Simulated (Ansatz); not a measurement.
Runs of Ansatz 0.2.0 on Ta. It takes space group Im-3m (No. 229, cubic). Conventional cell: a = 3.303 Å, b = 3.303 Å, c = 3.303 Å, α = 90.00°, β = 90.00°, γ = 90.00°. Ta (site symmetry m-3m) has 8 Ta at 2.86 Å as nearest neighbours. 

```tsv
level	cutoff (eV)	gap on the mesh (eV)	pressure (GPa)	relaxed volume (Å³/atom)
PBEsol	420	none	0.0	17.63
BLYP	420	none	0.0	(a)
r2SCAN	500	none	0.0	18.02
LDA	420	none	0.0	(b)
revPBE	420	none	0.0	18.48
```

Alike in all rows: task relaxation of cell and atoms; potentials or basis Ansatz PAW; no spin polarisation; cell relaxed; k mesh 11 × 11 × 11; smearing fermi-dirac 0.05 eV.

Q: Estimate the missing entries.

A: (a) 18.82; (b) 17.21.

Caveats: the plane-wave basis is chosen anew once the cell has moved, so the energies of steps on either side of that aren't comparable; the PAW data sets come from PBE, with cores solved anew for the run's functional, which leaves a small shift of forces and pressure.

A k mesh can miss the band edges, and the runs leave out spin-orbit coupling on Ta.

A gap of «none» marks a metal or a gap under the smearing width.

Runs at the PBE level aren't shown here.
